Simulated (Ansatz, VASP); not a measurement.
# Two plane-wave programs on Ni

```
Ni
1.0
    -2.86115    2.86115    2.86115
     2.86115   -2.86115    2.86115
     2.86115    2.86115   -2.86115
Ni
8
Direct
  0.20600 0.20600 0.20600
  0.50000 0.00000 0.29400
  0.29400 0.50000 0.00000
  0.00000 0.29400 0.50000
  0.79400 0.79400 0.79400
  0.50000 0.00000 0.70600
  0.70600 0.50000 0.00000
  0.00000 0.70600 0.50000
```

Alike in both runs: task single point; functional PBE; k mesh 4 × 4 × 4; occupations gaussian, width 0.1 eV; collinear spin.

```csv
,VASP,Ansatz
version,VASP 6.6.1,Ansatz 0.2.0
potentials or method,"VASP PAW PBE potentials, release 64 (Ni)","scalar-relativistic, plane waves, PAW"
plane-wave cutoff (eV),520,420
valence electrons in the cell,80,144
```

Ansatz gave:

```
gap on the k mesh at the Fermi level (eV)                     : none
rms of the force components (eV/Å)                            : 1.457
net moment per atom (μB)                                      : 0.63
size of the moment on the site where the two differ most (μB) : 0.66
```

**Question.** What did VASP give for the same quantities?

**Answer.** gap on the k mesh at the Fermi level (eV): none; rms of the force components (eV/Å): 1.427; net moment per atom (μB): 0.62; size of the moment on the site where the two differ most (μB): 0.61.

Site moments also hang on the region over which each program counts them. Atom by atom the forces differ by 0.030 eV/Å (rms over components). A gap of «none» marks a metal or a gap that the smearing closes. The two sets of potentials don't hold the same shells in valence.

Caveats: the k mesh is coarse (spacing up to 0.39 Å⁻¹), so the values aren't converged; forces of over 1 eV/Å show positions far from the minimum, so gaps and moduli don't describe the material at rest.
